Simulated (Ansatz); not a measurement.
# Al2Cu: Al vacancy

Aim: make an Al vacancy in a supercell of 18 atoms of Al2Cu, relax it, and find its formation energy, moment and surroundings.

Program: Ansatz 0.2.0. Level of theory: DFT PBE, scalar-relativistic, plane waves, PAW. These are calculated values, not measurements.

2 further runs of the same task are left out: 2 set aside as unsound or not needed.

### Step 1. The structure to begin with

The structure is cubic, space group Fm-3m (No. 225). The conventional cell has a = 5.783 Å, b = 5.783 Å, c = 5.783 Å, α = 90.00°, β = 90.00°, γ = 90.00°. Al (site symmetry -43m) is surrounded by 4 Cu at 2.50 Å. Cu (site symmetry m-3m) is surrounded by 8 Al at 2.50 Å.

Coordinates:

```xyz
3
Lattice="-2.0446 2.0446 2.8912 2.0446 -2.0446 2.8912 2.0446 2.0446 -2.8912" Properties=species:S:1:pos:R:3 pbc="T T T"
Al    0.0000    2.0446    1.4456
Al    2.0446    0.0000    1.4456
Cu    0.0000    0.0000    2.8912
```

It goes back to an entry of the Materials Project, which need not be the stable form.

It is the result of an earlier relaxation at this level (volume 16.12 Å³/atom; gap on the mesh: none (metal)).

### Step 2. Reference: the perfect crystal in the supercell

The input, input.yaml:

```yaml
crystal:
  lattice:
    - [4.0892560504, 0.0, 5.7824626538]
    - [-4.0892560504, 0.0, 5.7824626538]
    - [2.0446280252, -6.1338840756, 2.8912313269]
  atoms:
    - { symbol: Al, position: [0.2916666667, 0.125, 0.6666666667] }
    - { symbol: Al, position: [0.4583333333, 0.625, 0.3333333333] }
    - { symbol: Al, position: [0.625, 0.125, 1.0] }
    - { symbol: Al, position: [0.9583333333, 0.125, 0.3333333333] }
    - { symbol: Al, position: [0.7916666667, 0.625, 0.6666666667] }
    - { symbol: Al, position: [0.125, 0.625, 0.0] }
    - { symbol: Al, position: [0.375, 0.875, 0.0] }
    - { symbol: Al, position: [0.5416666667, 0.375, 0.6666666667] }
    - { symbol: Al, position: [0.7083333333, 0.875, 0.3333333333] }
    - { symbol: Al, position: [0.0416666667, 0.875, 0.6666666667] }
    - { symbol: Al, position: [0.875, 0.375, 0.0] }
    - { symbol: Al, position: [0.2083333333, 0.375, 0.3333333333] }
    - { symbol: Cu, position: [0.4166666667, 0.75, 0.6666666667] }
    - { symbol: Cu, position: [0.5833333333, 0.25, 0.3333333333] }
    - { symbol: Cu, position: [0.75, 0.75, 0.0] }
    - { symbol: Cu, position: [0.0833333333, 0.75, 0.3333333333] }
    - { symbol: Cu, position: [0.9166666667, 0.25, 0.6666666667] }
    - { symbol: Cu, position: [0.25, 0.25, 1.0] }
basis:
  ecutwfc: 420
  xc_grid: 2
kpoints:
  mp_grid: { grid: [7, 6, 7], shift: [0.0, 0.5, 0.0] }
hamiltonian:
  xc: pbe
scf:
  occupations: { method: gaussian, width: 0.1 }
output:
  forces: true
  stress: true
  eigenvalues: true
```

Launch:

```
$ ansatz run input.yaml --threads 4 --pin off --max-ram 10240MiB --backend cpu --events-out ev --progress --plain --runs-dir out
```

The session goes on with these runs: relaxing the defect.

What does the calculation give? Wanted: formation energy, neutral; nearest atoms after relaxation, one image of each, neutral.

The runs gave:

| quantity | value |
| --- | --- |
| formation energy, neutral | 1.82 eV |
| nearest atoms after relaxation, one image of each, neutral | 1 Cu at 2.49 Å, 2 Cu at 2.50 Å, 1 Cu at 2.51 Å, 3 Al at 2.87 Å, 3 Al at 2.88 Å |

The neutral defect costs 1.82 eV against the elements. That is the Al-rich limit, where a vacancy costs most; where Al is scarce it costs less. Spin polarisation was off in the neutral run, so a moment could not show there. With 18 host sites the defect feels its images, so energies are good to tenths of an eV at best. A distortion of lower symmetry was not tried.
